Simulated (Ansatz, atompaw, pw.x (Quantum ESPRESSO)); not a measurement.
## pw.x on fcc Ru: one setting changed

Potential: PAW, atompaw 4.2.0.5, LDA (PW92); core [Ar] 3d10, reference 4s2 4p6 4d7 5s1 5p0; waves: 4s (bound): rc 1.40 bohr; 5s (bound): rc 1.55 bohr; 4p (bound): rc 1.20 bohr; 5p (bound, empty): rc 2.45 bohr; 4d (bound): rc 2.45 bohr; 4d channel at 0.69 Ry: rc 2.45 bohr; local part: bessel scheme, radius 1.85 bohr; core correction: smooth core density matched at 2.40 bohr; augmentation: sinc compensation charge, radius 1.85 bohr; PAW radius 2.45 bohr; waves and projectors: custom rrkj gramschmidtortho.

The reference run (k-mesh 15³, cutoffs 120/900 Ry, Fermi–Dirac 0.01 Ry, mixing_beta 0.4, conv_thr 1e-9, no spin) gives 4.41 GPa at 13.127 Å³/atom, where all-electron LAPW gives 0.99 GPa. This run, with its own iteration cap, changes smearing to gauss.

```
&control
  calculation='scf', prefix='x', pseudo_dir='./', outdir='./tmp', tstress=.true., disk_io='none'
/
&system
  ibrav=0, nat=1, ntyp=1, ecutwfc=120, ecutrho=900, nbnd=16,
  occupations='smearing', smearing='gauss', degauss=0.01
/
&electrons
  conv_thr=1e-09, mixing_beta=0.4, electron_maxstep=60
/
ATOMIC_SPECIES
Ru 1.0 Ru.UPF
CELL_PARAMETERS angstrom
  0.00000000 1.87231319 1.87231319
  1.87231319 0.00000000 1.87231319
  1.87231319 1.87231319 0.00000000
ATOMIC_POSITIONS crystal
Ru 0.0000 0.0000 0.0000
K_POINTS automatic
15 15 15 0 0 0
```

```bash
pw.x < Ru.scf.in > Ru.scf.out
```

Problem. How does the run end?

Solution. It converges in 10 iterations; the free energy moves by +24.1 meV/atom and the pressure by -0.46 GPa. Gaussian smearing of the same width is narrower in effect than Fermi–Dirac, so its quadratic term in F is smaller.

```
Message from routine setup:
     using ibrav=0 with symmetry is DISCOURAGED, use correct ibrav instead
     lattice parameter (alat)  =       5.0037  a.u.
     unit-cell volume          =      88.5854 (a.u.)^3
     number of electrons       =        16.00
     number of Kohn-Sham states=           16
     kinetic-energy cutoff     =     120.0000  Ry
     charge density cutoff     =     900.0000  Ry
     scf convergence threshold =      1.0E-09
     Exchange-correlation= SLA PW NOGX NOGC
     number of k points=   120  Gaussian smearing, width (Ry)=  0.0100
     iteration #  1     ecut=   120.00 Ry     beta= 0.40
     total energy              =    -422.67344363 Ry
     estimated scf accuracy    <       0.12663092 Ry
     iteration #  2     ecut=   120.00 Ry     beta= 0.40
     total energy              =    -422.70473868 Ry
     estimated scf accuracy    <       0.00402458 Ry
     iteration #  3     ecut=   120.00 Ry     beta= 0.40
     total energy              =    -422.70832425 Ry
     estimated scf accuracy    <       0.00432986 Ry
     [... 4 iterations left out ...]
     iteration #  8     ecut=   120.00 Ry     beta= 0.40
     total energy              =    -422.71070153 Ry
     estimated scf accuracy    <          2.9E-09 Ry
     iteration #  9     ecut=   120.00 Ry     beta= 0.40
     total energy              =    -422.71070153 Ry
     estimated scf accuracy    <          1.2E-09 Ry
     iteration # 10     ecut=   120.00 Ry     beta= 0.40
     the Fermi energy is    22.6223 ev
!    total energy              =    -422.71070153 Ry
     estimated scf accuracy    <          4.5E-10 Ry
     smearing contrib. (-TS)   =      -0.00063170 Ry
     The total energy is F=E-TS. E is the sum of the following terms:
     one-electron contribution =     -24.94745411 Ry
     hartree contribution      =      38.62160530 Ry
     xc contribution           =     -21.29624346 Ry
     ewald contribution        =    -165.86657661 Ry
     one-center paw contrib.   =    -249.22140095 Ry
     convergence has been achieved in  10 iterations
          total   stress  (Ry/bohr**3)                   (kbar)     P=       39.47
     Message from routine punch:
     Nothing written, as per user request (disk_io='none')
```

The run took about 27 s on one core of a shared host (AMD EPYC 9R45 96-Core Processor, 96 threads, 376 GiB, load 48).
